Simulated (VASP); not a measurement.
# CuO (Tenorite) (C2/c) in VASP: settings compared, part 2 of 2

VASP 6.6.1.

### 3 Band structure, PBE

File POSCAR:

```
CuO
1.0
    2.3418500000     -1.7113000000      0.0000000000
    2.3418500000      1.7113000000      0.0000000000
   -0.8500274268      0.0000000000      5.0578693947
Cu O
2 2
Direct
    0.5000000000      0.0000000000      0.5000000000
    0.0000000000      0.5000000000      0.0000000000
    0.4184000000      0.5816000000      0.7500000000
    0.5816000000      0.4184000000      0.2500000000
```

File INCAR.step1:

```
SYSTEM = CuO
PREC = Accurate
ENCUT = 520
EDIFF = 1E-6
ISMEAR = -1
SIGMA = 0.05
LREAL = .False.
LASPH = .True.
NELM = 100
ALGO = Normal
ISIF = 2
LWAVE = .False.
LCHARG = .True.
LMAXMIX = 4
GGA = PE
NBANDS = 25
```

File KPOINTS.step1:

```
regular mesh
0
Gamma
  10 10 5
  0 0 0
```

File INCAR.step2:

```
SYSTEM = CuO
PREC = Accurate
ENCUT = 520
EDIFF = 1E-6
ISMEAR = 0
SIGMA = 0.05
LREAL = .False.
LASPH = .True.
NELM = 100
ALGO = Normal
ISIF = 2
LWAVE = .False.
LCHARG = .False.
LMAXMIX = 4
GGA = PE
NBANDS = 25
ICHARG = 11
```

File KPOINTS.step2:

```
path GYFLI,I1ZF1,YX1,XGN,MG
15
line-mode
reciprocal
 0.0000000000  0.0000000000  0.0000000000  G
-0.5000000000 -0.5000000000  0.0000000000  Y

-0.5000000000 -0.5000000000  0.0000000000  Y
-0.5247847702 -0.5247847702  0.3275098836  F

-0.5247847702 -0.5247847702  0.3275098836  F
-0.5000000000 -0.5000000000  0.5000000000  L

-0.5000000000 -0.5000000000  0.5000000000  L
-0.6335075857 -0.3664924143  0.5000000000  I

-0.3664924143  0.3664924143  0.5000000000  I1
 0.0000000000  0.0000000000  0.5000000000  Z

 0.0000000000  0.0000000000  0.5000000000  Z
-0.4752152298 -0.4752152298  0.6724901164  F1

-0.5000000000 -0.5000000000  0.0000000000  Y
-0.6127316330 -0.3872683670  0.0000000000  X1

-0.3872683670  0.3872683670  0.0000000000  X
 0.0000000000  0.0000000000  0.0000000000  G

 0.0000000000  0.0000000000  0.0000000000  G
-0.5000000000  0.0000000000  0.0000000000  N

-0.5000000000  0.0000000000  0.5000000000  M
 0.0000000000  0.0000000000  0.0000000000  G
```

Potentials or basis: VASP PAW PBE potentials, release 64 (Cu, O).

Started as:

```console
$ cat potpaw_PBE.64/Cu/POTCAR potpaw_PBE.64/O/POTCAR > POTCAR
$ cp INCAR.step1 INCAR
$ cp KPOINTS.step1 KPOINTS
$ mpirun -np 1 vasp_std > vasp.out
$ cp INCAR.step2 INCAR
$ cp KPOINTS.step2 KPOINTS
$ mpirun -np 1 vasp_std > vasp.out
```

OUTCAR:

```text
SYSTEM = CuO
   PREC = Accurate
   ENCUT = 520
   EDIFF = 1E-6
   ISMEAR = 0
   LREAL = .False.
   LASPH = .True.
   NELM = 100
   ISIF = 2
   GGA = PE
   ICHARG = 11

 ion  position               nearest neighbor table
   1  0.500  0.000  0.500-   3 1.95   4 1.95   4 1.96   3 1.96
   2  0.000  0.500  0.000-   4 1.95   3 1.95   4 1.96   3 1.96
   3  0.418  0.582  0.750-   2 1.95   1 1.95   2 1.96   1 1.96
   4  0.582  0.418  0.250-   1 1.95   2 1.95   2 1.96   1 1.96

  LATTYP: Found a base centered monoclinic cell.
 ALAT       =     4.6837000000
 B/A-ratio  =     0.7307470589
 C/A-ratio  =     1.0950317057
 COS(beta)  =    -0.1657361228

  Lattice vectors:

 A1 = (   2.3418500000,  -1.7113000000,   0.0000000000)
 A2 = (   2.3418500000,   1.7113000000,   0.0000000000)
 A3 = (  -0.8500274268,   0.0000000000,   5.0578693947)

Analysis of symmetry for initial positions (statically):
=====================================================================
 Subroutine PRICEL returns:
 Original cell was already a primitive cell.

 Routine SETGRP: Setting up the symmetry group for a
 base centered monoclinic supercell.

[... 167 lines left out ...]
 E-fermi :   5.6338     XC(G=0): -11.9151

 val. band max:        5.6335290619   @ k =  -0.0679  -0.0679   0.5246
 cond. band min:       5.6352104119   @ k =  -0.2857   0.0000   0.0000
 fundamental gap:      0.0016813500
 Fermi energy:         5.6338239181

 k-point     1 :       0.0000    0.0000    0.0000
  band No.  band energies     occupation
      1     -14.2137      2.00000
      2     -12.8873      2.00000
      3      -2.4332      2.00000
      4       0.1586      2.00000
      5       0.5547      2.00000
      6       2.4026      2.00000
[... 661 lines left out ...]
     24      18.3612      0.00000
     25      20.1003      0.00000

 [... further k-points ...]

------------------------ aborting loop because EDIFF is reached ----------------------------------------

  FORCE on cell =-STRESS in cart. coord.  units (eV):
  Direction    XX          YY          ZZ          XY          YZ          ZX
  --------------------------------------------------------------------------------------
  -------------------------------------------------------------------------------------
  Total        8.0017309      6.6473649      4.4341153      0.0000000      0.0000000      0.6886533
  in kB      316.2362796    262.7104033    175.2405997      0.0000000      0.0000000     27.2162576
  external PRESSURE =     251.3957609 kB  Pullay stress =       0.0000000 kB

 VOLUME and BASIS-vectors are now :
 -----------------------------------------------------------------------------
  energy-cutoff  :      520.00
  volume of cell :       40.54
      direct lattice vectors                 reciprocal lattice vectors
     2.341850000 -1.711300000  0.000000000     0.213506416 -0.292175539  0.035881968
     2.341850000  1.711300000  0.000000000     0.213506416  0.292175539  0.035881968
    -0.850027427  0.000000000  5.057869395     0.000000000  0.000000000  0.197711709

 POSITION                                       TOTAL-FORCE (eV/Angst)
 -----------------------------------------------------------------------------------
      0.74591     -0.85565      2.52893        -0.000000      0.000000      0.000000
      1.17092      0.85565      0.00000        -0.000000     -0.000000      0.000000
      1.70433      0.27928      3.79340        -0.000000     -0.512739      0.000000
      2.12934     -0.27928      1.26447         0.000000      0.512739     -0.000000
 -----------------------------------------------------------------------------------
    total drift:                                0.000000     -0.000000     -0.000000

  FREE ENERGIE OF THE ION-ELECTRON SYSTEM (eV)
  ---------------------------------------------------
  free  energy   TOTEN  =       -19.1877293872 eV

  energy  without entropy=      -19.1849179780  energy(sigma->0) =      -19.18632368
```

OSZICAR.step1:

```text
N       E                     dE             d eps       ncg     rms          rms(c)
DAV:   1     0.295671562968E+03    0.29567E+03   -0.16337E+04  7466   0.216E+03
DAV:   2     0.105635621963E+02   -0.28511E+03   -0.26255E+03  7252   0.397E+02
DAV:   3    -0.244621265188E+02   -0.35026E+02   -0.33142E+02  8647   0.154E+02
DAV:   4    -0.256311222134E+02   -0.11690E+01   -0.11629E+01  8630   0.303E+01
DAV:   5    -0.256543273055E+02   -0.23205E-01   -0.23196E-01  9182   0.378E+00    0.174E+01
DAV:   6    -0.229113295318E+02    0.27430E+01   -0.35029E+01 10085   0.149E+02    0.132E+01
DAV:   7    -0.194600508663E+02    0.34513E+01   -0.97509E+00  8537   0.114E+02    0.259E+00
DAV:   8    -0.195697705061E+02   -0.10972E+00   -0.15131E+00  7415   0.833E+00    0.163E+00
DAV:   9    -0.195372673019E+02    0.32503E-01   -0.59044E-02 12359   0.669E+00    0.566E-01
DAV:  10    -0.195318990142E+02    0.53683E-02   -0.13343E-02 10736   0.220E+00    0.331E-01
DAV:  11    -0.195312561872E+02    0.64283E-03   -0.66377E-03 10715   0.800E-01    0.489E-02
DAV:  12    -0.195312860227E+02   -0.29836E-04   -0.30793E-04  9222   0.187E-01    0.294E-02
DAV:  13    -0.195313273648E+02   -0.41342E-04   -0.51455E-05 10842   0.109E-01    0.121E-02
DAV:  14    -0.195313250092E+02    0.23556E-05   -0.19038E-06  7117   0.500E-02    0.593E-03
DAV:  15    -0.195313248478E+02    0.16146E-06   -0.25058E-06  6301   0.168E-02
   1 F= -.19531325E+02 E0= -.19521672E+02  d E =-.193050E-01
```

Wall time 2.6 min (1 thread of Intel Xeon Platinum 8259CL at 2.50GHz (Skylake/Cascade Lake), shared host); peak memory 0.25 GiB.

Results:

```
Band gap along the path : none (metal or under the smearing width)
```

Levels at the corners of the path, in eV from the Fermi level:
```
point  band 15  band 16  band 17  band 18  band 19  band 20
    Γ    -2.17    -1.67     0.21     0.94     1.73     6.05
    Y    -1.67    -1.23    -0.66     1.07     3.36     7.12
    Y    -1.67    -1.23    -0.66     1.07     3.36     7.12
    F    -1.34    -1.34    -0.67     0.18     4.26     6.17
    F    -1.34    -1.34    -0.67     0.18     4.26     6.17
    L    -1.32    -1.32    -0.42    -0.42     5.23     5.23
    L    -1.32    -1.32    -0.42    -0.42     5.23     5.23
    I    -1.50    -1.50    -0.29    -0.29     5.87     5.87
   I1    -1.50    -1.50    -0.29    -0.29     5.87     5.87
    Z    -1.52    -1.52     0.24     0.24     3.95     3.95
    Z    -1.52    -1.52     0.24     0.24     3.95     3.95
   F1    -1.34    -1.34    -0.67     0.18     4.26     6.17
    Y    -1.67    -1.23    -0.66     1.07     3.36     7.12
   X1    -1.40    -1.33    -1.32     0.89     4.88     7.22
    X    -1.40    -1.33    -1.32     0.89     4.88     7.22
    Γ    -2.17    -1.67     0.21     0.94     1.73     6.05
    Γ    -2.17    -1.67     0.21     0.94     1.73     6.05
    N    -1.51    -1.42     0.01     0.26     4.88     6.33
    M    -1.74    -1.61    -0.09     0.74     5.13     6.56
    Γ    -2.17    -1.67     0.21     0.94     1.73     6.05
```

Caveat: the log is that of the step along the path at fixed density, whose energy, stress, charges and moments have no meaning; the run has no spin polarisation, though such a crystal can be magnetic; semilocal functionals often make such compounds metallic where correlation or magnetic order opens a gap, which also shifts bond lengths.

### 4 Band structure, LDA

POSCAR is that of step 3.

File INCAR.step1:

```
SYSTEM = CuO
PREC = Accurate
ENCUT = 520
EDIFF = 1E-7
ISMEAR = -1
SIGMA = 0.05
LREAL = .False.
LASPH = .True.
NELM = 80
ALGO = Fast
ISIF = 2
LWAVE = .False.
LCHARG = .True.
LMAXMIX = 4
GGA = CA
NBANDS = 25
```

KPOINTS.step1 is that of step 3.

File INCAR.step2:

```
SYSTEM = CuO
PREC = Accurate
ENCUT = 520
EDIFF = 1E-7
ISMEAR = 0
SIGMA = 0.05
LREAL = .False.
LASPH = .True.
NELM = 80
ALGO = Fast
ISIF = 2
LWAVE = .False.
LCHARG = .False.
LMAXMIX = 4
GGA = CA
NBANDS = 25
ICHARG = 11
```

Changes to KPOINTS.step2 since step 3:

```diff
@@ -1,3 +1,3 @@
 path GYFLI,I1ZF1,YX1,XGN,MG
-15
+10
 line-mode
```

Potentials or basis: VASP PAW LDA potentials, release 64 (Cu, O).

Started as:

```console
$ cat potpaw_LDA.64/Cu/POTCAR potpaw_LDA.64/O/POTCAR > POTCAR
$ cp INCAR.step1 INCAR
$ cp KPOINTS.step1 KPOINTS
$ mpirun -np 1 vasp_std > vasp.out
$ cp INCAR.step2 INCAR
$ cp KPOINTS.step2 KPOINTS
$ mpirun -np 1 vasp_std > vasp.out
```

It took 2.7 min on 1 thread of Intel Xeon Platinum 8259CL at 2.50GHz (Skylake/Cascade Lake), shared host; peak memory 0.23 GiB.

The run converged. Its results:

```
Band gap along the path : none (metal or under the smearing width)
```

Levels at the corners of the path, in eV from the Fermi level:
```tsv
point	band 13	band 14	band 15	band 16	band 17	band 18	band 19	band 20	band 21	band 22
Γ	-2.40	-2.22	-2.16	-1.64	0.23	0.95	1.75	5.98	8.10	13.21
Y	-2.14	-2.13	-1.69	-1.21	-0.64	1.07	3.27	6.99	8.43	9.94
Y	-2.14	-2.13	-1.69	-1.21	-0.64	1.07	3.27	6.99	8.43	9.94
F	-1.88	-1.84	-1.34	-1.32	-0.66	0.18	4.17	6.08	8.60	9.43
F	-1.88	-1.84	-1.34	-1.32	-0.66	0.18	4.17	6.08	8.60	9.43
L	-1.64	-1.64	-1.29	-1.29	-0.43	-0.43	5.14	5.14	8.92	8.92
L	-1.64	-1.64	-1.29	-1.29	-0.43	-0.43	5.14	5.14	8.92	8.92
I	-1.79	-1.79	-1.48	-1.48	-0.30	-0.30	5.78	5.78	9.01	9.01
I1	-1.79	-1.79	-1.48	-1.48	-0.30	-0.30	5.78	5.78	9.01	9.01
Z	-2.21	-2.21	-1.49	-1.49	0.24	0.24	3.94	3.94	11.58	11.58
Z	-2.21	-2.21	-1.49	-1.49	0.24	0.24	3.94	3.94	11.58	11.58
F1	-1.88	-1.84	-1.34	-1.32	-0.66	0.18	4.17	6.08	8.60	9.43
Y	-2.14	-2.13	-1.69	-1.21	-0.64	1.07	3.27	6.99	8.43	9.94
X1	-2.08	-1.99	-1.39	-1.34	-1.30	0.89	4.81	7.11	7.58	9.79
X	-2.08	-1.99	-1.39	-1.34	-1.30	0.89	4.81	7.11	7.58	9.79
Γ	-2.40	-2.22	-2.16	-1.64	0.23	0.95	1.75	5.98	8.10	13.21
Γ	-2.40	-2.22	-2.16	-1.64	0.23	0.95	1.75	5.98	8.10	13.21
N	-2.03	-1.59	-1.48	-1.41	0.00	0.25	4.77	6.26	6.91	11.01
M	-2.19	-2.14	-1.74	-1.59	-0.08	0.75	5.06	6.48	7.97	8.52
Γ	-2.40	-2.22	-2.16	-1.64	0.23	0.95	1.75	5.98	8.10	13.21
```

Caveat: the log is that of the step along the path at fixed density, whose energy, stress, charges and moments have no meaning; the run has no spin polarisation, though such a crystal can be magnetic; semilocal functionals often make such compounds metallic where correlation or magnetic order opens a gap, which also shifts bond lengths.

### 5 For comparison

An earlier run on the cell as given: functional PBE; potentials or basis VASP PAW PBE potentials, release 64 (Cu, O); cutoff 520 eV; k mesh 10 × 10 × 5; occupations fermi-dirac, width 0.05 eV; no spin polarisation.

- Pressure: 6.4 GPa
- Largest force: 0.219 eV/Å
- Band gap on the k mesh: none (metal or under the smearing width)
